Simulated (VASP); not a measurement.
Crystal: Ir.

```
Ir
1.0
     2.75138    0.00000    0.00000
    -1.37569    2.38276    0.00000
     0.00000    0.00000    4.46229
Ir
2
Direct
  0.33333 0.66667 0.25000
  0.66667 0.33333 0.75000
```

This isn't the form of Ir at room conditions, which is fcc.

| Item | Value |
| --- | --- |
| Program | VASP 6.6.1 |
| Task | relaxation of cell and atoms |
| Functional | LDA |
| Potentials or basis | VASP PAW LDA potentials, release 64 (Ir) |
| Cutoff | 600 eV |
| k mesh | 10 × 10 × 6 |
| Occupations | fermi-dirac, width 0.05 eV |
| Spin | no spin polarisation |

At the start: pressure -15.7 GPa; volume 14.63 Å³/atom.

How do energy, volume and symmetry change on relaxing?

Over 10 steps the energy falls by 33.4 meV/atom and the volume is 14.00 Å³/atom (-4.3 %); space group P6_3/mmc (No. 194, to 0.05 Å).

The path:
| step | energy change (eV) | largest force (eV/Å) | pressure (GPa) | volume (Å³) |
| --- | --- | --- | --- | --- |
| 1 | 0.0000 | 0.0000 | -15.66 | 29.25 |
| 2 | 1.1356 | 0.0000 | 103.98 | 23.61 |
| 3 | -0.0650 | 0.0000 | -1.20 | 28.08 |
| 4 | -0.0654 | 0.0000 | -0.21 | 28.01 |
| 5 | -0.0654 | 0.0000 | 0.14 | 27.98 |
| 6 | -0.0666 | 0.0000 | 0.08 | 27.99 |
| 7 | -0.0667 | 0.0000 | 0.08 | 27.99 |
| 8 | -0.0667 | 0.0000 | 0.08 | 27.99 |
| 9 | -0.0667 | 0.0000 | -0.23 | 28.01 |
| 10 | -0.0668 | 0.0000 | -0.01 | 27.99 |

Final structure:
```cif
data_structure
_symmetry_space_group_name_H-M 'P 1'
_symmetry_Int_Tables_number 1
_cell_length_a 2.7014
_cell_length_b 2.7014
_cell_length_c 4.4291
_cell_angle_alpha 90.000
_cell_angle_beta 90.000
_cell_angle_gamma 120.000
_cell_volume 27.99
loop_
_atom_site_label
_atom_site_type_symbol
_atom_site_fract_x
_atom_site_fract_y
_atom_site_fract_z
_atom_site_occupancy
Ir1 Ir 0.33333 0.66667 0.25000 1
Ir2 Ir 0.66667 0.33333 0.75000 1
```
